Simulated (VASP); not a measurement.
Input of a VASP 6.6.1 run:

INCAR

```
SYSTEM = GaP
ALGO     = Normal         ! electronic algorithm
EDIFF    = 1E-7           ! SCF threshold, eV
ENCUT    = 520            ! plane-wave cutoff, eV
GGA      = PE             ! functional
ISIF     = 2              ! what is computed and relaxed
ISMEAR   = -1             ! smearing method
LASPH    = .True.         ! aspherical terms in the spheres
LCHARG   = .False.        ! write CHGCAR
LREAL    = .False.        ! projectors in reciprocal space
LWAVE    = .False.        ! write WAVECAR
NBANDS   = 26             ! bands
NELM     = 100            ! most SCF steps
PREC     = Accurate       ! precision mode
SIGMA    = 0.05           ! smearing width, eV
```

KPOINTS

```
k-points
0
Gamma
  8 8 8
  0 0 0
```

Contents of POSCAR:

```
GaP
1.0
    1.9430151755      1.1218003346      6.4308101003
   -1.9430151755      1.1218003346      6.4308101003
    0.0000000000     -2.2436006692      6.4308101003
Ga P
2 2
Direct
    0.5646280000      0.5646280000      0.5646280000
    0.4353720000      0.4353720000      0.4353720000
    0.9426110000      0.9426110000      0.9426110000
    0.0573890000      0.0573890000      0.0573890000
```

Potentials or basis: VASP PAW PBE potentials, release 64 (Ga_d, P).

Launch:

```sh
$ cat potpaw_PBE.64/Ga_d/POTCAR potpaw_PBE.64/P/POTCAR > POTCAR
$ mpirun -np 1 vasp_std > vasp.out
```

Q: What does it give for the largest force?

A: 0.054 eV/Å.

Q: Predict the band gap on the k mesh.

A: 0.84 eV, indirect (least direct gap 1.13 eV).

Q: Estimate the pressure.

A: 0.0 GPa.

Forces in eV/Å, atoms in the order of the input:
```
Ga   0.000  0.000 -0.054
Ga   0.000  0.000  0.054
P    0.000  0.000 -0.013
P    0.000  0.000  0.013
```

A k mesh can miss the band edges. Expect the measured gap to be larger: semilocal functionals such as PBE lack the derivative discontinuity.
